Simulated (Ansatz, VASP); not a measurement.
## Two plane-wave programs on La

INCAR

```
SYSTEM = La
PREC = Accurate
ENCUT = 520
EDIFF = 1E-6
ISMEAR = -1
SIGMA = 0.1
LREAL = .False.
LASPH = .True.
NELM = 100
ALGO = Normal
ISIF = 2
LWAVE = .False.
LCHARG = .True.
GGA = RE
LELF = .True.
LVHAR = .True.
NBANDS = 18
```

The input KPOINTS:

```
regular mesh
0
Gamma
  9 9 9
  0 0 0
```

File POSCAR:

```
La
1.0
    0.0000000000      3.4119428895      3.4119428895
    3.4119428895      0.0000000000      3.4119428895
    3.4119428895      3.4119428895      0.0000000000
La
2
Direct
    0.1250000000      0.1250000000      0.1250000000
    0.8750000000      0.8750000000      0.8750000000
```

Input for Ansatz:

```yaml
crystal:
  lattice:
    - [0.0, 3.4119428895, 3.4119428895]
    - [3.4119428895, 0.0, 3.4119428895]
    - [3.4119428895, 3.4119428895, 0.0]
  atoms:
    - { symbol: La, position: [0.125, 0.125, 0.125] }
    - { symbol: La, position: [0.875, 0.875, 0.875] }
hamiltonian:
  xc: revpbe
  pseudopotentials:
    kind: paw
    azcp:
      La: "pseudopotentials/La.paw.azcp"
basis:
  ecutwfc: 420
  fft_grid_basis: typed
kpoints:
  mp_grid: { grid: [9, 9, 9], shift: [0, 0, 0] }
magnetization:
  spin_polarized: false
scf:
  occupations: { method: fermi_dirac, width: 0.1 }
  lower_state_search: "off"
output:
  stress: true
```

Alike in both runs: task single point; functional revPBE; k mesh 9 × 9 × 9; occupations fermi-dirac, width 0.1 eV; no spin polarisation.

```csv
,VASP,Ansatz
version,VASP 6.6.1,Ansatz 0.2.0
potentials or method,"VASP PAW PBE potentials, release 64 (La)","plane waves (420 eV) with PAW, scalar-relativistic"
plane-wave cutoff (eV),520,420
valence electrons in the cell,22,22
```

```tsv
	VASP	Ansatz	Ansatz less VASP
pressure (GPa)	-1.3	-1.3	+0.03
```

The functional is the same, so the differences come from potentials, cutoffs and numerics.

Caveats: the PAW data sets were made with another functional, which shifts forces and pressure a little (VASP). Spin-orbit coupling is left out, which matters for the levels of La.
